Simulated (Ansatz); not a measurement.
The system is Tc.

```
CELL_PARAMETERS angstrom
2.74000 0.00000 0.00000
-1.37000 2.37291 0.00000
0.00000 0.00000 4.39800
ATOMIC_POSITIONS crystal
Tc 0.66667 0.33333 0.75000
Tc 0.33333 0.66667 0.25000
```

Base run:

- Program: Ansatz 0.2.0
- Functional: PBEsol
- Potentials or basis: all-electron LAPW, scalar-relativistic
- Cutoff: 261 eV (chosen from the basis error)
- Basis error allowed: 0.001 eV/atom
- k mesh: 11 × 11 × 6
- Occupations: fermi-dirac, width 0.05 eV
- Spin: no spin polarisation

Its results: pressure -6.6 GPa.

Question: The run is repeated on the same cell with these changes: k mesh from 11 × 11 × 6 to 8 × 8 × 4. What comes out?

Answer: Pressure -7.3 GPa.

Caveats: the k mesh is thin for a metal, which can move the energy by tens of meV per atom (some runs).
